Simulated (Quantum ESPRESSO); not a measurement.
NiO in Quantum ESPRESSO: the effect of functional

NiO:

```xyz
2
Lattice="0.0000 2.0859 2.0859 2.0859 0.0000 2.0859 2.0859 2.0859 0.0000" Properties=species:S:1:pos:R:3 pbc="T T T"
Ni    0.0000    0.0000    0.0000
O     2.0859    2.0859    2.0859
```

Alike in all runs:

| Quantity | Value |
| --- | --- |
| Program | Quantum ESPRESSO 7.5 |
| Task | phonons |
| Cutoff | 612 eV |
| Density cutoff | 4898 eV |
| k mesh | 6 × 6 × 6, shifted |
| Occupations | fermi-dirac, width 0.05 eV |
| Spin | collinear spin, ferromagnetic start |
| Starting moments | [1.0, 0.0] μB |

Each run relaxes the cell or the atoms first.

| functional | potentials or basis | relaxed volume (Å³/atom) | moment (μB) | highest phonon frequency (cm⁻¹) |
| --- | --- | --- | --- | --- |
| LDA | GBRV 1.5 LDA | 8.30 | 0.16 | 384 |
| PBE | GBRV 1.5 PBE | ? | ? | ? |
| PBEsol | GBRV 1.5 PBEsol | 8.59 | 0.21 | 359 |

Question: What does the run with functional PBE give?

Answer: Relaxed volume 9.02 Å³/atom; moment 0.27 μB; highest phonon frequency 329 cm⁻¹.

Caveats: all runs use coarse meshes; the mesh is thin for the phonons of a metal.
